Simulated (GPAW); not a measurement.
# BN (F-43m) in GPAW: settings compared

One crystal, BN, is run at these levels: LDA, AM05; tasks: band structure, equation of state.

Everything below comes from runs of GPAW 26.7.0. Logs are shortened: lines on timing, memory, paths and dates and some standing lists are left out, and cuts for length are marked. The log counts tension as positive stress, the text compression.

**Experimental background.**

A printed reference work, monograph reports, for a bulk crystal of BN at 300 K: band gap 6.4 eV (indirect).

From “Effect of nanostructuration on compressibility of cubic BN”, 2012, arxiv:1208.3664, for a bulk crystal of BN at 300 K: bulk modulus 395 ± 2 GPa.

The results are compared with them further down.

**1. The crystal as given**

The structure is cubic, space group F-43m (No. 216). The conventional cell has a = 3.626 Å, b = 3.626 Å, c = 3.626 Å, α = 90.00°, β = 90.00°, γ = 90.00°. Around N (site symmetry -43m) lie 4 B at 1.57 Å. B (site symmetry -43m) is surrounded by 4 N at 1.57 Å.

The cell is a database's computed one.

**2. Band structure, LDA**

Input file run.py:

```python
from ase.dft.bandgap import bandgap
from ase.io import read, write
from ase.units import GPa
from gpaw import GPAW, PW, setup_paths

setup_paths.insert(0, '.')

atoms = read('BN.cif')

calc = GPAW(mode=PW(800),
            xc='LDA',
            kpts={'size': (10, 10, 10), 'gamma': True},
            occupations={'name': 'fermi-dirac', 'width': 0.05},
            setups={'B': 'jth', 'N': 'jth'},
            nbands=-7,
            convergence={'density': 1e-05, 'energy': 1e-05},
            maxiter=150,
            txt='gpaw.txt')
atoms.calc = calc
energy = atoms.get_potential_energy()
forces = atoms.get_forces()
stress = atoms.get_stress()
calc.write('gs.gpw')
write('result.traj', atoms)
print(f'Energy: {energy:.6f} eV')
print('Forces (eV/A):')
print(forces.round(4))
print('Stress (GPa):', (stress / GPa).round(3))
print('Fermi level:', round(calc.get_fermi_level(), 4), 'eV')
print(f'Gap: {bandgap(calc)[0]:.4f} eV, direct: {bandgap(calc, direct=True)[0]:.4f} eV')

path = atoms.cell.bandpath('GXWKGLUWLK,UX', npoints=60, eps=1e-4)
bs_calc = calc.fixed_density(kpts=path, symmetry='off', nbands=-14,
                             convergence={'bands': 'CBM+6.0', 'eigenstates': 1e-6}, txt='bands.txt')
bs = bs_calc.band_structure()
bs.write('bs.json')
print(f'Gap on the path: {bandgap(bs_calc)[0]:.4f} eV')
```

Input file BN.cif:

```cif
data_BN
_cell_length_a 2.56397060
_cell_length_b 2.56397060
_cell_length_c 2.56397060
_cell_angle_alpha 60.00000000
_cell_angle_beta 60.00000000
_cell_angle_gamma 60.00000000
_space_group_name_H-M_alt 'P1'
_space_group_name_Hall 'P 1'
_space_group_IT_number 1
loop_
_space_group_symop_operation_xyz
'x,y,z'
loop_
_atom_site_label
_atom_site_type_symbol
_atom_site_symmetry_multiplicity
_atom_site_Wyckoff_symbol
_atom_site_fract_x
_atom_site_fract_y
_atom_site_fract_z
_atom_site_occupancy
N1 N 1 a 0.2500000000 0.2500000000 0.2500000000 1
B1 B 1 a 0.0000000000 0.0000000000 0.0000000000 1
```

Potentials or basis: JTH PAW 2.0, LDA, pw.

Run with:

```console
> OMP_NUM_THREADS=1 python run.py
```

gpaw.txt:

```text
__  _  _
 | _ |_)|_||  |
 |__||  | ||/\| - 26.7.0

Input parameters:
  mode=PW(ecut=800.0),
  convergence={'density': 1e-05, 'energy': 1e-05},
  kpts=MonkhorstPack(size=(10, 10, 10), gamma=True),
  maxiter=150,
  nbands=-7,
  occupations=Occupations(name='fermi-dirac', width=0.05),
  setups={'B': 'jth', 'N': 'jth'},
  xc=XC(name='LDA')

Diagonalizing LCAO Hamiltonian
Converting LCAO to pw mode

           N
       B

Atoms  # Å, Bohr magnetons
|   | symbol |        x |        y |        z |    initial magnetic moments |
|---|--------|----------|----------|----------|-----------------------------|
| 0 |      N | 1.281985 | 0.740155 | 0.523368 | ( 0.0000,  0.0000,  0.0000) |
| 1 |      B | 0.000000 | 0.000000 | 0.000000 | ( 0.0000,  0.0000,  0.0000) |

Unit cell  # Å
| periodic |        x |        y |        z |  lengths |    angles |
|----------|----------|----------|----------|----------|-----------|
|      yes | 2.563971 | 0.000000 | 0.000000 | 2.563971 | 60.000000 |
|      yes | 1.281985 | 2.220464 | 0.000000 | 2.563971 | 60.000000 |
|      yes | 1.281985 | 0.740155 | 2.093473 | 2.563971 | 60.000000 |

Number of symmetries: 24
Symmetry operations  # r_c * U_cc + t_c -> r_c
|    | kind |            matrix            |
|----|------|------------------------------|
|  0 |  E   |  1, 0, 0,  0, 1, 0,  0, 0, 1 |
|  1 |  σ   |  1, 0, 0,  0, 0, 1,  0, 1, 0 |
|  2 |  σ   |  1, 0,-1,  0, 1,-1,  0, 0,-1 |
|  3 |  C3  |  1, 0,-1,  0, 0,-1,  0, 1,-1 |
|  4 |  C3  |  1,-1, 0,  0,-1, 1,  0,-1, 0 |
|  5 |  σ   |  1,-1, 0,  0,-1, 0,  0,-1, 1 |
|  6 |  σ   |  0, 1, 0,  1, 0, 0,  0, 0, 1 |
|  7 |  C3  |  0, 1, 0,  0, 0, 1,  1, 0, 0 |
|  8 |  C2  |  0, 1,-1,  1, 0,-1,  0, 0,-1 |
|  9 |  S4  |  0, 1,-1,  0, 0,-1,  1, 0,-1 |
| 10 |  C3  |  0, 0, 1,  1, 0, 0,  0, 1, 0 |
| 11 |  σ   |  0, 0, 1,  0, 1, 0,  1, 0, 0 |
| 12 |  S4  |  0, 0,-1,  1, 0,-1,  0, 1,-1 |
| 13 |  C3  |  0, 0,-1,  0, 1,-1,  1, 0,-1 |
| 14 |  S4  |  0,-1, 1,  1,-1, 0,  0,-1, 0 |
| 15 |  C2  |  0,-1, 1,  0,-1, 0,  1,-1, 0 |
| 16 |  C3  |  0,-1, 0,  1,-1, 0,  0,-1, 1 |
| 17 |  S4  |  0,-1, 0,  0,-1, 1,  1,-1, 0 |
| 18 |  S4  | -1, 1, 0, -1, 0, 1, -1, 0, 0 |
| 19 |  C3  | -1, 1, 0, -1, 0, 0, -1, 0, 1 |
| 20 |  C3  | -1, 0, 1, -1, 1, 0, -1, 0, 0 |
| 21 |  S4  | -1, 0, 1, -1, 0, 0, -1, 1, 0 |
| 22 |  σ   | -1, 0, 0, -1, 1, 0, -1, 0, 1 |
| 23 |  C2  | -1, 0, 0, -1, 0, 1, -1, 1, 0 |

BZ-sampling:
  Number of BZ points: 1000
  Number of IBZ points: 47

  Monkhorst-Pack size: [10, 10, 10]
  Monkhorst-Pack shift: [0.05, 0.05, 0.05]

K-points  # in reciprocal-cell coordinates
|     |                                coordinates |     weight |
|-----|--------------------------------------------|------------|
|   0 | (  0.00000000,   0.00000000,   0.00000000) | 0.00100000 |
|   1 | (  0.10000000,   0.10000000,   0.00000000) | 0.00600000 |
|   2 | (  0.10000000,   0.10000000,   0.10000000) | 0.00800000 |
|   3 | (  0.20000000,   0.10000000,   0.10000000) | 0.01200000 |
|   4 | (  0.20000000,   0.20000000,   0.00000000) | 0.00600000 |
|   5 | (  0.20000000,   0.20000000,   0.10000000) | 0.02400000 |
|   6 | (  0.20000000,   0.20000000,   0.20000000) | 0.00800000 |
|   7 | (  0.30000000,   0.20000000,   0.10000000) | 0.02400000 |
|   8 | (  0.30000000,   0.20000000,   0.20000000) | 0.02400000 |
|   9 | (  0.30000000,   0.30000000,   0.00000000) | 0.00600000 |
| ... |                                            |            |
|  46 | (  0.50000000,   0.50000000,   0.50000000) | 0.00400000 |

Plane wave coefficients: 622
Cutoff: 800.0 eV

Spin-components: 1 (collinear spins)
Bands:           11
Projectors:      8
Spin-degeneracy: 2
Datatype:        complex128

Parallelization:
  kpt:    1
  domain: 1
  band:   1

Density:
  Valence electrons: 8.0
  Components: 1
  Grid points: [18 18 18]
  Charge: 0.0  # |e|

Potential:
  Grid points: [18 18 18]

species:
  N:
    name:    Nitrogen
    Z:       7.0
    valence: 5
    core:    2
    charge:  0.0  # [|e|]
    compensation charges:
      type: sinc
      rc: 0.53  # [Å]
      lmax: 2
    cutoffs:
      filter: 0.64  # [Å]
      core: 0.98  # [Å]
    projectors
    | kind |    occ | energy [eV] | rcut [Å] |
    |------|--------|-------------|----------|
    |   2s |  2.000 |     -18.421 |    0.585 |
    |    s |        |      27.211 |    0.585 |
    |   2p |  3.000 |      -7.239 |    0.638 |
    |    p |        |      29.933 |    0.585 |

    Using partial waves for N as LCAO basis

  B:
    name:    Boron
    Z:       5.0
    valence: 3
    core:    2
    charge:  0.0  # [|e|]
    compensation charges:
      type: sinc
      rc: 0.74  # [Å]
      lmax: 2
    cutoffs:
      filter: 0.90  # [Å]
      core: 1.44  # [Å]
    projectors
    | kind |    occ | energy [eV] | rcut [Å] |
    |------|--------|-------------|----------|
    |   2s |  2.000 |      -9.384 |    0.794 |
    |    s |        |      40.817 |    0.794 |
    |   2p |  1.000 |      -3.715 |    0.903 |
    |    p |        |      40.817 |    0.903 |

    Using partial waves for B as LCAO basis

Reference energy: -2133.513902  # eV

eigensolver:
  PPCG
  Converge bands: occupied
  niter=2

density mixing:
  MSR1-Mixer
  Pratt-step length: 0.05
  Maximum mixing coefficient: 0.75
  Old densities: 10
  SVD Regularization: 0.005
  Good broyden scale: 1.0
  Trust region scale: 1.0
  Backstep threshold: 4.0
  History deletion threshold: 6.0
  Fourier metric: weight=20.0, sigma=0.015

occupation numbers:
  Fermi-Dirac:
    width: 0.0500  # eV

poisson solver:
  ecut: 6400.0  # eV

xc functional:
  name: None

convergence criteria:
- Maximum integral of absolute [dens]ity change: 1e-05 electrons / valence electron
- Maximum [total energy] change in last 3 cyles: 1e-05 eV / valence electron
- Maximum integral of absolute [eigenst]ate change: 4e-08 eV^2 / valence electron
maximum number of iterations: 150

SCF iterations
|iter     | |      energy | eigst |  dens |
|---------|-|-------------|-------|-------|
|iter:   1| |  -20.341992 | -0.15 |       |
|iter:   2| |  -20.157572 | -2.32 | -0.74 |
|iter:   3| |  -19.459721 | -1.20 | -0.78 |
|iter:   4| |  -19.446148 | -2.65 | -1.40 |
|iter:   5| |  -19.445427 | -3.56 | -1.88 |
|iter:   6| |  -19.445530 | -5.47 | -2.63 |
|iter:   7| |  -19.445531 | -7.02 | -3.64 |
|iter:   8| |  -19.445531c| -8.00c| -4.42 |
|iter:   9| |  -19.445531c| -9.20c| -5.97c|

Converged in 9 steps
Energy contributions relative to reference atoms: (reference = -2133.513902)

Energy contributions:
  Kinetic:          15.100052
  Coulomb:         -14.371580
  Zero:             -0.041423
  External:          0.000000
  Xc:              -20.132580
  Entropy:          -0.000000
  Spinorbit:         0.000000
  ----------------------------
  Free energy:     -19.445531
  Extrapolated:    -19.445531

dipole moment: (-10.374870, -5.989934, -4.235523)  # |e|*Ang

Fermi level: 10.737
Eigenvalues  # (at kpt = [0.000, 0.000, 0.000])
| band index |      eig [eV] | occ [0-2] |
|------------|---------------|-----------|
|          0 |       -11.435 |     2.000 |
|          1 |         8.547 |     2.000 |
|          2 |         8.547 |     2.000 |
|          3 |         8.547 |     2.000 |
|          4 |        17.174 |     0.000 |
|          5 |        17.174 |     0.000 |
|          6 |        17.174 |     0.000 |
|          7 |        18.814 |     0.000 |
|          8 |        32.848 |     0.000 |
|          9 |        36.371 |     0.000 |
|         10 |        36.562 |     0.000 |

Gap: 4.340 eV
Transition (v -> c):
  (s=0, k=0, n=3, [0.00, 0.00, 0.00]) -> (s=0, k=41, n=4, [0.50, 0.50, 0.00])
Direct/indirect transitions are different
Direct gap: 8.626 eV
Transition at: (s=0, k=0, n=3, [0.00, 0.00, 0.00])

Forces  # eV/Ang
|        x |        y |       z |
|----------|----------|---------|
| -0.00000 |  0.00000 | 0.00000 |  # N    0
| -0.00000 | -0.00000 | 0.00000 |  # B    1

Stress tensor  # eV/Ang^3
|        x |         y |         z |
|----------|-----------|-----------|
| 0.092144 | -0.000000 | -0.000000 |
| 0.000000 |  0.092144 |  0.000000 |
| 0.000000 | -0.000000 |  0.092144 |

# Writing to gs.gpw (mode='')
```

Wall time 16 s (1 thread of Arm Neoverse V1, shared host); peak memory 0.16 GiB.

Results:

```
Free energy             : -19.4455 eV
Pressure                : -14.8 GPa
Band gap on the k mesh  : 4.34 eV, indirect (least direct gap 8.63 eV)
Band gap along the path : 4.34 eV, indirect (least direct gap 8.63 eV)
```

Levels at the corners of the path, in eV from the valence-band top:
| point | band 2 | band 3 | band 4 | band 5 | band 6 | band 7 |
| --- | --- | --- | --- | --- | --- | --- |
| Γ | 0.00 | 0.00 | 0.00 | 8.63 | 8.63 | 8.63 |
| X | -8.84 | -4.89 | -4.89 | 4.34 | 9.09 | 17.56 |
| W | -7.48 | -6.96 | -6.51 | 9.40 | 13.11 | 14.19 |
| K | -8.04 | -7.66 | -4.07 | 6.77 | 12.68 | 15.52 |
| Γ | 0.00 | 0.00 | 0.00 | 8.63 | 8.63 | 8.63 |
| L | -10.64 | -1.94 | -1.94 | 10.07 | 10.51 | 10.51 |
| U | -8.04 | -7.66 | -4.07 | 6.77 | 12.68 | 15.52 |
| W | -7.48 | -6.96 | -6.51 | 9.40 | 13.11 | 14.19 |
| L | -10.64 | -1.94 | -1.94 | 10.07 | 10.51 | 10.51 |
| K | -8.04 | -7.66 | -4.07 | 6.77 | 12.68 | 15.52 |
| U | -8.04 | -7.66 | -4.07 | 6.77 | 12.68 | 15.52 |
| X | -8.84 | -4.89 | -4.89 | 4.34 | 9.09 | 17.56 |

Caveat: the program truncates these outside data sets.

**3. Equation of state, AM05**

Input file run.py:

```python
from ase.eos import EquationOfState
from ase.io import Trajectory, read
from ase.units import GPa
from gpaw import GPAW, PW, setup_paths

setup_paths.insert(0, '.')

atoms = read('POSCAR')

traj = Trajectory('eos.traj', 'w')
volumes, energies = [], []
for x in [0.94, 0.96, 0.98, 1.0, 1.02, 1.04, 1.06]:
    a = atoms.copy()
    a.set_cell(atoms.cell * x**(1 / 3), scale_atoms=True)
    calc = GPAW(mode=PW(800),
                xc='AM05',
                kpts={'size': (10, 10, 10), 'gamma': True},
                occupations={'name': 'fermi-dirac', 'width': 0.05},
                nbands=11,
                convergence={'density': 1e-05, 'energy': 1e-05},
                maxiter=150,
                txt=f'eos-{x:.2f}.txt')
    a.calc = calc
    energies.append(a.get_potential_energy(force_consistent=True))
    volumes.append(a.get_volume())
    p = -a.get_stress()[:3].mean() / GPa
    calc.write(f'eos-{x:.2f}.gpw')
    traj.write(a)
    print(f'{x:.2f} {volumes[-1]:10.4f} A^3 {energies[-1]:14.6f} eV {p:9.3f} GPa', flush=True)

v0, e0, B = EquationOfState(volumes, energies, eos='birchmurnaghan').fit()
print(f'V0 = {v0:.4f} A^3, E0 = {e0:.6f} eV, B0 = {B / GPa:.2f} GPa')
```

Input file POSCAR:

```
BN
1.0
    0.0000000000      1.8130010000      1.8130010000
    1.8130010000      0.0000000000      1.8130010000
    1.8130010000      1.8130010000      0.0000000000
N B
1 1
Direct
    0.2500000000      0.2500000000      0.2500000000
    0.0000000000      0.0000000000      0.0000000000
```

Potentials or basis: PAW data sets generated in the run's folder for this functional, pw.

Run with:

```console
> gpaw-setup -f AM05 B N
> OMP_NUM_THREADS=1 python run.py
```

Run time: 66 s. Hardware: 1 thread of Arm Neoverse V1, shared host; peak memory 0.18 GiB.

The run converged. Its results:

```yaml
Equilibrium_volume: 5.85 Å³/atom
Bulk_modulus: 387 GPa
Pressure_derivative_of_the_bulk_modulus: 3.8
```

Energy against volume, from the lowest point:
| volume (Å³/atom) | energy (meV/atom) |
| --- | --- |
| 5.602 | 13.53 |
| 5.721 | 3.52 |
| 5.840 | 0.00 |
| 5.959 | 2.50 |
| 6.078 | 10.20 |
| 6.198 | 22.89 |
| 6.317 | 39.93 |

**4. Comparison with measurements**

Step 2. Measured gap of BN: 6.4 eV (indirect; 300 K; a printed reference work, monograph). This calculation gives 4.34 eV (-2.06 eV). The value is that of LDA, without temperature or zero-point motion. Semilocal functionals fall short of measured gaps as a rule. The cell is a database's relaxed one, not the measured one, which moves gaps too.

Step 3. Measured bulk modulus of BN: 395 GPa (300 K; quoted in “Effect of nanostructuration on compressibility of cubic BN”, 2012, arxiv:1208.3664). This calculation gives 387 GPa (-2.1 %). The fit is for a static lattice scaled at fixed shape and fixed fractional positions.
